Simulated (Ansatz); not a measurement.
# CaSe: the cost of one run

Program: Ansatz 0.2.0. Level of theory: reference: DFT, HSE06, plane waves, PAW. These are calculated values, not measurements.

2 further runs of the same task are left out: 2 that didn't finish. Runs told in other sessions of the task aren't counted.

### 1 The system as given

Symmetry: P6_3/mmc, No. 194, hexagonal system. Conventional cell: a = 5.006 Å, b = 5.006 Å, c = 5.876 Å, α = 90.00°, β = 90.00°, γ = 120.00°. Ca (site symmetry -6m2) is surrounded by 5 Se at 2.89 to 2.94 Å. Se (site symmetry -6m2) has 5 Ca at 2.89 to 2.94 Å in its first shell of neighbours.

Structure file:

```
CELL_PARAMETERS angstrom
5.00560 0.00000 0.00000
-2.50280 4.33497 0.00000
0.00000 0.00000 5.87573
ATOMIC_POSITIONS crystal
Ca 0.33333 0.66667 0.93750
Ca 0.66667 0.33333 0.43750
Se 0.33333 0.66667 0.43750
Se 0.66667 0.33333 0.93750
```

### 2 Reference

Contents of input.yaml:

```yaml
crystal:
  lattice:
    - [5.005596584, 0.0, 0.0]
    - [-2.502798292, 4.3349738028, 0.0]
    - [0.0, 0.0, 5.8757325198]
  atoms:
    - { symbol: Ca, position: [0.3333333333, 0.6666666667, -0.062499279] }
    - { symbol: Ca, position: [0.6666666667, 0.3333333333, 0.437500721] }
    - { symbol: Se, position: [0.3333333333, 0.6666666667, 0.437499279] }
    - { symbol: Se, position: [0.6666666667, 0.3333333333, 0.937499279] }
kpoints:
  mp_grid: { grid: [6, 6, 2] }
hamiltonian:
  xc: hse06
scf:
  occupations: { method: fixed }
  n_extra_bands: 5
output:
  forces: true
  stress: true
  eigenvalues: true
```

Run with:

```console
$ ansatz run input.yaml --threads 4 --pin off --max-ram 3686MiB --backend cpu --events-out ev --progress --plain --runs-dir out
```

What time and memory should one allow on 4 threads of Arm Neoverse N1, shared host?

About 47 s, with a peak of 2.1 GiB.
